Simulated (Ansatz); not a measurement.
**Convergence of Mg**

```xyz
2
Lattice="3.2093 0.0000 0.0000 -1.6046 2.7793 0.0000 0.0000 0.0000 5.2103" Properties=species:S:1:pos:R:3 pbc="T T T"
Mg    0.0000    1.8529    1.3026
Mg    1.6046    0.9264    3.9077
```

Atoms are numbered in the order listed.

The cell is COD entry 9008506, as deposited and not checked against the literature; nothing was relaxed.

Theory: DFT, PBE, PAW with Ansatz's default frozen-core files, scalar-relativistic (Ansatz 0.2.0).

The runs use a Γ-centred 12×12×7 k mesh, Fermi–Dirac smearing of 0.08 eV, cutoff 420 eV, no spin polarisation. One setting is then changed at a time.

P includes the program's estimate of the Pulay (finite-basis) term, listed apart; without it the pressure would be far more sensitive to the cutoff.

```json
{"PAW cutoff (eV)": "420 (base)", "free energy less the base's (meV/atom)": "0.0", "P (GPa)": "-0.45", "Pulay term in P (GPa)": "0.00"}
{"PAW cutoff (eV)": "150", "free energy less the base's (meV/atom)": "15380", "P (GPa)": "7.02", "Pulay term in P (GPa)": "472.46"}
{"PAW cutoff (eV)": "250", "free energy less the base's (meV/atom)": "202", "P (GPa)": "-0.38", "Pulay term in P (GPa)": "10.50"}
{"PAW cutoff (eV)": "300", "free energy less the base's (meV/atom)": "18.5", "P (GPa)": "-0.45", "Pulay term in P (GPa)": "1.32"}
{"PAW cutoff (eV)": "500", "free energy less the base's (meV/atom)": "-0.2", "P (GPa)": "-0.45", "Pulay term in P (GPa)": "0.00"}
{"PAW cutoff (eV)": "800", "free energy less the base's (meV/atom)": "-0.2", "P (GPa)": "-0.45", "Pulay term in P (GPa)": "0.00"}
```
